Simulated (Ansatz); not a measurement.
# Li: zone-centre modes

These are results of DFT PBE, scalar-relativistic, plane waves, PAW (Ansatz 0.2.0), not measurements. Settings: 420 eV plane-wave cutoff, Γ-centred 12×12×12 mesh, Fermi-Dirac smearing of 0.15 eV. No spin polarisation. Phonons by linear response, acoustic sum rule imposed.

The cell, relaxed at this level:
```xyz
7
Lattice="2.9216 1.6868 4.8610 -2.9216 1.6868 4.8610 0.0000 -3.3736 4.8610" Properties=species:S:1:pos:R:3 pbc="T T T"
Li    1.2772   -1.2586    6.1853
Li    0.4513    1.7354    6.1853
Li   -1.7286   -0.4768    6.1853
Li   -1.2772    1.2586    8.3977
Li   -0.4513   -1.7354    8.3977
Li    1.7286    0.4768    8.3977
Li    0.0000    0.0000    0.0000
```

It was reached by relaxing an invented guess, and it needn't be the stable form of this composition. In a metal, frequencies depend on the k mesh and the smearing, soft modes most. This form isn't the element's ground state: it lies 58 meV/atom above the standard structure at this level.

(1) Is this structure stable against zone-centre distortions?

(2) List the optical modes at Γ (i marks imaginary ones).

Results:

(1) Yes, at Γ: no optical mode is imaginary. Strains and other wave vectors aren't tested by this run.

(2)
```
frequency (cm⁻¹)  degeneracy
              34           1
              80           2
              94           2
             151           1
             224           2
             235           2
             263           1
             291           1
             301           1
             310           2
             337           2
             346           1
```
